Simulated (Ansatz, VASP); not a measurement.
**Ir: VASP beside Ansatz**

```
Ir
1.0
     0.00000    1.91560    1.91560
     1.91560    0.00000    1.91560
     1.91560    1.91560    0.00000
Ir
1
Direct
  0.00000 0.00000 0.00000
```

Alike in both runs: task relaxation of cell and atoms; functional BLYP; k mesh 12 × 12 × 12; occupations fermi-dirac, width 0.05 eV; no spin polarisation.

```csv
,VASP,Ansatz
version,VASP 6.6.1,Ansatz 0.2.0
potentials or method,"VASP PAW PBE potentials, release 64 (Ir), cutoff 600 eV","all-electron LAPW, scalar-relativistic"
```

Ansatz gave:

```
relaxed volume (Å³/atom)                                     : 15.22
relaxed cell length with the largest relative difference (Å) : 2.782
energy change over the relaxation (meV/atom)                 : -96
```

Task: What did VASP give for the same quantities?

Result: Relaxed volume (Å³/atom): 15.35; relaxed cell length with the largest relative difference (Å): 2.790; energy change over the relaxation (meV/atom): -119.

Ansatz ran all-electron here, so the differences hold the error of VASP's frozen core and of both bases.

Caveats: the PAW data sets were made with another functional, which shifts forces and pressure a little (VASP). The runs have no spin-orbit coupling, so splittings on Ir are missing. BLYP gives volumes clearly too large for solids.
